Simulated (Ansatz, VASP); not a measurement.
## Hf: VASP beside Ansatz

```
Hf
1.0
    -1.76749    1.76749    1.76749
     1.76749   -1.76749    1.76749
     1.76749    1.76749   -1.76749
Hf
1
Direct
  0.00000 0.00000 0.00000
```

Alike in both runs: task single point; functional LDA; k mesh 14 × 14 × 14; occupations fermi-dirac, width 0.05 eV; no spin polarisation.

|  | VASP | Ansatz |
| --- | --- | --- |
| version | VASP 6.6.1 | Ansatz 0.2.0 |
| potentials or method | VASP PAW LDA potentials, release 64 (Hf_pv), cutoff 520 eV | all-electron LAPW, scalar-relativistic |

|  | VASP | Ansatz | Ansatz less VASP |
| --- | --- | --- | --- |
| pressure (GPa) | -7.9 | -7.9 | -0.06 |

Ansatz ran all-electron here, so the differences hold the error of VASP's frozen core and of both bases.

The runs have no spin-orbit coupling, so splittings on Hf are missing.
